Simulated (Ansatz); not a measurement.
# Si: the cost of one run

Computed with Ansatz 0.2.0 (DFT PBE, scalar-relativistic, plane waves, PAW, unless a step's input says otherwise).

## 1. Starting point

It takes space group P6_3/mmc (No. 194, hexagonal). Conventional cell: a = 3.851 Å, b = 3.851 Å, c = 6.365 Å, α = 90.00°, β = 90.00°, γ = 120.00°. Around Si (site symmetry 3m) lie 4 Si at 2.36 to 2.38 Å.

As a file:

```cif
data_structure
_symmetry_space_group_name_H-M 'P 1'
_symmetry_Int_Tables_number 1
_cell_length_a 3.8511
_cell_length_b 3.8511
_cell_length_c 6.3647
_cell_angle_alpha 90.000
_cell_angle_beta 90.000
_cell_angle_gamma 120.000
_cell_volume 81.75
loop_
_atom_site_label
_atom_site_type_symbol
_atom_site_fract_x
_atom_site_fract_y
_atom_site_fract_z
_atom_site_occupancy
Si1 Si 0.33333 0.66667 0.06293 1
Si2 Si 0.66667 0.33333 0.56293 1
Si3 Si 0.33333 0.66667 0.43707 1
Si4 Si 0.66667 0.33333 0.93707 1
```

It goes back to an entry of the Materials Project, which need not be the stable form.

This cell was relaxed beforehand with the same method: volume 20.44 Å³/atom, gap on the mesh 0.45 eV.

## 2. The scan

The energy is mapped over two homogeneous strains (x along [1 0 0], y along [1 2 0], z along [0 0 1] of the conventional cell).

- engineering shear strain xy: 9 values from −8 to 8 %
- strain +e along x and -e along y: 9 values from −7.00 to 7.00 %

Nothing else is relaxed (fractional coordinates fixed). Energies count from the relaxed crystal. Points are written as (first, second).

## 3. Grid point (−4 %, −7.00 %)

The input, input.yaml:

```yaml
crystal:
  lattice:
    - [3.5815064503, -0.0770216441, 0.0]
    - [-1.8574559256, 3.6071052948, 0.0]
    - [0.0, 0.0, 6.3646810974]
  atoms:
    - { symbol: Si, position: [0.3333333333, 0.6666666667, 0.0629320729] }
    - { symbol: Si, position: [0.6666666667, 0.3333333333, 0.5629320729] }
    - { symbol: Si, position: [0.3333333333, 0.6666666667, 0.4370679271] }
    - { symbol: Si, position: [0.6666666667, 0.3333333333, 0.9370679271] }
basis:
  ecutwfc: 420
kpoints:
  mp_grid: { grid: [12, 12, 6] }
hamiltonian:
  xc: pbe
  pseudopotentials: { kind: paw, azcp: { folder: soft_1 } }
scf:
  occupations: { method: gaussian, width: 0.05 }
output:
  forces: true
  stress: true
  eigenvalues: true
```

Started as:

```sh
> ansatz run input.yaml --threads 2 --pin off --max-ram 4096MiB --backend cpu --events-out ev --progress --plain --runs-dir out
```

Q: Estimate wall time and peak memory on 2 threads of Arm Neoverse N1, shared host.

About 15 s, with a peak of 0.5 GiB.
